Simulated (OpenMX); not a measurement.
Runs of OpenMX 3.8.5 on Cu. It takes space group I4/mmm (No. 139, tetragonal). Conventional cell: a = 2.886 Å, b = 2.886 Å, c = 2.752 Å, α = 90.00°, β = 90.00°, γ = 90.00°. Cu (site symmetry 4/mmm) is surrounded by 10 Cu at 2.46 to 2.75 Å. This isn't the form of Cu at room conditions, which is fcc.

| task | level | potentials or basis | spin | cell | k mesh | SCF threshold | max SCF cycles | k mesh for the DOS | gap on the mesh (eV) | pressure (GPa) |
| --- | --- | --- | --- | --- | --- | --- | --- | --- | --- | --- |
| density of states | LDA | OpenMX 2013 LDA set, Cu6.0S-s3p2d1, grid cutoff 500 Ry | off | as given | 13 × 13 × 13 | 1e-08 Ha | 100 | 17 × 17 × 17 | none | -13.6 |
| single point | LDA | OpenMX 2013 LDA set, Cu6.0S-s2p2d1, grid cutoff 500 Ry | off | volume scaled by 0.88 | 13 × 13 × 13 | 1e-08 Ha | 100 | - | none | 11.9 |
| single point | PBE | OpenMX 2013 PBE set, Cu6.0H-s3p2d2, grid cutoff 500 Ry | off | as given | 13 × 13 × 13 | 1e-08 Ha | 100 | - | none | (a) |
| atomic charges | PBE | OpenMX 2013 PBE set, Cu6.0S-s3p2d1, grid cutoff 500 Ry | non-collinear, random start, SOC | as given | 9 × 9 × 9 | 1e-07 Ha | 160 | - | none | - |
| single point | PBE | OpenMX 2013 PBE set, Cu6.0H-s3p2d2, grid cutoff 500 Ry | off | cell strained at random at fixed volume | 13 × 13 × 13 | 1e-08 Ha | 100 | - | none | 12.0 |

Alike in all rows: smearing fermi-dirac 0.05 eV.

Estimate the missing entries.

(a) 11.4.

Caveats: the basis of atomic orbitals isn't converged, which shifts pressures, moduli and gaps; the transition metal has a single d function, too few for pressures, volumes and moments (some runs); total energies with and without spin-orbit coupling shouldn't be compared in this program (some runs).

A gap of «none» marks a metal or a gap under the smearing width.

The runs don't all hold the same shells in valence.
